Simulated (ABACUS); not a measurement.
Set up this calculation in ABACUS 3.10.1, as the native input.

| Item | Value |
| --- | --- |
| Task | single point |
| Functional | PBE |
| Potentials or basis | PseudoDojo NC SR 0.4.1 PBE standard |
| Cutoff | 1116 eV |
| Density cutoff | 4463 eV |
| Basis | plane waves |
| k mesh | 10 × 10 × 10 |
| Occupations | fermi-dirac, width 0.05 eV |
| Spin | no spin polarisation |
| Radial cutoff of the potentials (pseudo_rcut) | 10 bohr |
| SCF threshold on the density | 1e-08 |
| Max SCF steps | 100 |
| Eigensolver | dav |
| Mixing | broyden |
| Mixing share | 0.7 |
| Symmetry key | 1 |
| Bands | 12 |

The system is ZrC.

```xyz
2
Lattice="0.0000 2.3650 2.3650 2.3650 0.0000 2.3650 2.3650 2.3650 0.0000" Properties=species:S:1:pos:R:3 pbc="T T T"
Zr    2.3650    2.3650    2.3650
C     0.0000    0.0000    0.0000
```

The input as run:

INPUT

```
INPUT_PARAMETERS
suffix              ZrC
calculation         scf
basis_type          pw
pseudo_dir          ./
symmetry            1
dft_functional      pbe
ecutwfc             82
pseudo_rcut         10
nspin               1
nbands              12
ks_solver           dav
smearing_method     fd
smearing_sigma      0.00367493
scf_thr             1e-08
scf_nmax            100
mixing_type         broyden
mixing_beta         0.7
cal_force           1
cal_stress          1
kpar                4
```

STRU

```
ATOMIC_SPECIES
Zr 91.2240 Zr.upf
C 12.0110 C.upf

LATTICE_CONSTANT
1.8897261246

LATTICE_VECTORS
0.0000000000 2.3650000000 2.3650000000
2.3650000000 0.0000000000 2.3650000000
2.3650000000 2.3650000000 0.0000000000

ATOMIC_POSITIONS
Direct

Zr
0.0
1
0.5000000000 0.5000000000 0.5000000000 1 1 1

C
0.0
1
0.0000000000 0.0000000000 0.0000000000 1 1 1
```

KPT

```
K_POINTS
0
Gamma
10 10 10 0 0 0
```

Potentials or basis: PseudoDojo NC SR 0.4.1 PBE standard, plane waves.

Run with:

```console
$ OMP_NUM_THREADS=1 mpirun -np 4 abacus > log
```

Results of the run:

```yaml
Pressure: -2.8 GPa
Band_gap_on_the_k_mesh: none (metal or under the smearing width)
```

Wall time 9 s on 4 MPI ranks on AMD EPYC 7R43 64-Core Processor (Zen 3) (shared host), peak memory 0.28 GiB a rank.
